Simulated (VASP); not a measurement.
A run of VASP 6.6.1 is set up as follows.

Contents of INCAR:

```
  PREC = Accurate
  ENCUT = 520
  EDIFF = 1E-6
  ISMEAR = -1
  SIGMA = 0.05
  LREAL = False
  LASPH = True
  NELM = 150
  ALGO = Fast
  ISIF = 2
  LWAVE = False
  LCHARG = True
  ISPIN = 2
  MAGMOM = 2.606 2.606
  LORBIT = 11
  LMAXMIX = 4
  GGA = RE
  LELF = True
  LVHAR = True
  NBANDS = 19
```

File KPOINTS:

```
Automatic mesh
0
Gamma
  23 23 12
```

File POSCAR:

```
Fe
1.0
    2.5365280299      0.0000000000      0.0000000000
   -1.2682640150      2.1966977113      0.0000000000
    0.0000000000      0.0000000000      4.4145004552
Fe
2
Direct
    0.3333333333      0.6666666667      0.2500000000
    0.6666666667      0.3333333333      0.7500000000
```

Potentials or basis: VASP PAW PBE potentials, release 64 (Fe).

The run is started by

```bash
$ cat potpaw_PBE.64/Fe/POTCAR > POTCAR
$ mpirun -np 1 vasp_std > vasp.out
```

Task: Estimate the site moments.

Result: Fe +2.60 μB.

Task: Predict the net moment.

Result: 5.21 μB per cell.

Task: Estimate the pressure.

Result: 0.6 GPa.

Stress tensor (GPa, compression positive):
```
0.81 0.00 0.00
0.00 0.81 0.00
0.00 0.00 0.06
```

Caveat: the PAW data sets were made with another functional, which shifts forces and pressure a little.
